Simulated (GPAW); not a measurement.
Cu:

```
Cu
1.0
    -1.45399    1.46431    1.37398
     1.44871   -1.46799    1.37231
     1.42515    1.43915   -1.37783
Cu
1
Direct
  0.00000 0.00000 0.00000
```

This isn't the form of Cu at room conditions, which is fcc.

The cell isn't the ideal one: cell sheared at random, sigma 0.01, atoms nudged by 0.01 Å.

Program: GPAW 26.7.0. Alike in all runs: no spin polarisation; cell sheared at random, sigma 0.01, atoms nudged by 0.01 Å; k mesh 13 × 13 × 13; cutoff (eV) 600; smearing fermi-dirac 0.05 eV.

Q: Order these runs on this cell by their pressure, lowest first.
A. level PBE; potentials or basis GPAW PAW data sets (gpaw-data 1.2.1), pw
B. level PBEsol; potentials or basis PAW data sets generated in the run's folder for this functional, pw; band path XGY,LGZ,NGM,RG; band points 80
C. level LDA; potentials or basis PAW data sets generated in the run's folder for this functional, pw

A: C (-6.4 GPa), B (0.8 GPa), A (9.0 GPa).

Caveats: with this Cu data set, volumes or pressures lay over 1.5 % or 2 GPa off other programs in two to four cells of ten.
